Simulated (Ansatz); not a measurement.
# Phases of Si$_{2}$Ni at 55 GPa

Structure types of Si$_{2}$Ni are relaxed in primitive cells with their symmetry kept at 55 GPa, first on PAW files, then by LAPW. The enthalpy is E + pV at zero temperature, without zero-point motion. Only the types listed were tried, and differences under about 5 meV/atom are mesh noise. The real phase may be another.

Level of theory: DFT with PBE, scalar-relativistic, in Ansatz 0.2.0; Fermi–Dirac smearing of 0.1 eV, no spin polarisation. LAPW: all electrons, basis error target 0.5 meV/atom; PAW: frozen-core files, cutoff 420 eV.

k meshes: fluorite 11×11×11, MoSi2 16×16×16.

Spin polarisation is left out, though a magnetic state may lie lower.

Which type is lowest in enthalpy, and by how much?

fluorite, 159 meV/atom below MoSi2. The whole table:

```csv
start type,ends as,"a, b, c (Å)",V (Å³/atom),"H − H(lowest), LAPW (meV/atom)","same, PAW"
fluorite,"fluorite, Fm-3m","5.052, 5.052, 5.052",10.74,0.0,0.0
MoSi2,"MoSi2, I4/mmm","3.010, 3.010, 6.711",10.13,159.5,159.4
```

Split the lead of fluorite over MoSi2 into energy and pV.

For MoSi2 less fluorite: ΔE = +370.4 meV/atom, and p·ΔV = 55 GPa × -0.6144 Å³ × 6.242 meV/(GPa·Å³) = -210.9 meV/atom, together 159.5 meV/atom. fluorite wins by its internal energy, though it is the less dense.

Would MoSi2 gain on fluorite at higher pressure?

Yes: dH/dp = V, and its volume is smaller by 0.61 Å³/atom. Held constant, that would close the gap after about 42 GPa more, a rough figure, since the volume difference changes with pressure.
